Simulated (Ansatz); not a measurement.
Input for Ansatz (plane-wave DFT, PAW):

```yaml
crystal:
  lattice:
    - [-1.5555785175, 1.5555785175, 2.9386544785]
    - [1.5555785175, -1.5555785175, 2.9386544785]
    - [1.5555785175, 1.5555785175, -2.9386544785]
  atoms:
    - { symbol: Sn, position: [0.0, 0.0, 0.0] }
basis:
  ecutwfc: 420
kpoints:
  mp_grid: { grid: [18, 18, 18] }
hamiltonian:
  xc: pbe
scf:
  occupations: { method: gaussian, width: 0.1 }
output:
  forces: true
  stress: true
  eigenvalues: true
```

Command:
```bash
ansatz run input.yaml --threads 1 --pin off --max-ram 1331MiB --backend cpu --events-out ev --progress --plain --runs-dir out
```

Computed with Ansatz, DFT PBE, scalar-relativistic, plane waves, PAW.

Abridged output (final results; tables in files aren't shown):

```
SCF 1 converged in 6 iterations: F = -6024.101009 eV  dr2 = 3.33e-9
SCF converged after 6 iterations
Free energy (F): -6024.101009 eV
Harris-Foulkes:  -6024.101009 eV  (|F-HF|=3.23e-9)
Internal energy: -6024.097845 eV  (E = F + TS)
E sigma→0 (E₀):  -6024.099427 eV
Entropy (-TS):   -0.003164 eV (-3.164 meV/atom)
Fermi energy:    10.232556 eV
--- Per-component energies (eV) ---
  E_band       = -90.007409
  E_kinetic    = 185.729787
  E_local      = -866.261331  (includes V_loc(G=0)·N_el)
  E_nonlocal   = -32.673833
  E_hartree    = 536.130773
  E_xc         = -382.676952
  E_vxc        = -96.039499  (∫ρ·V_xc dr)
  E_paw        = -4134.922518  (= ΣΔE_a)
  E_vpaw       = -353.026446  (= ΣTr[D̂ρ^β])
  E_aug_tail   =  0.000000  (compensation charges beyond the density's cutoff)
  E_ewald      = -1329.423770
  E_smearing   = -0.003164  (= −TS)
--- Forces (eV/Å), atoms counted from 1 ---
  atom   1  Sn     0.00000000     0.00000000     0.00000000
--- Stress (GPa, compression-positive) ---
        1.577446       0.000000       0.000000
        0.000000       1.577446       0.000000
        0.000000       0.000000      -2.659644
  P = ⅓ Tr σ = 0.1651 GPa (1.651 kbar)
--- Band table (eV; the first three rows and the last of 480) ---
  k-point 0: bands = ["-11.4851", "-11.3818", "-11.2655", "-11.2655", "-11.1691", "-0.6300", "15.7768", "17.8410", "17.8410", "20.3146", "21.5099"]
  k-point 1: bands = ["-11.4730", "-11.3765", "-11.2690", "-11.2659", "-11.1742", "-0.5308", "15.7404", "17.1667", "17.4187", "20.3820", "20.7590"]
  k-point 2: bands = ["-11.4376", "-11.3616", "-11.2790", "-11.2670", "-11.1893", "-0.2329", "15.5780", "15.8966", "16.4754", "19.5964", "20.2346"]
  k-point 479: bands = ["-11.5092", "-11.3901", "-11.2036", "-11.2036", "-11.1575", "2.6345", "5.7387", "14.9058", "14.9058", "18.1684", "18.6587"]
```

The run converged.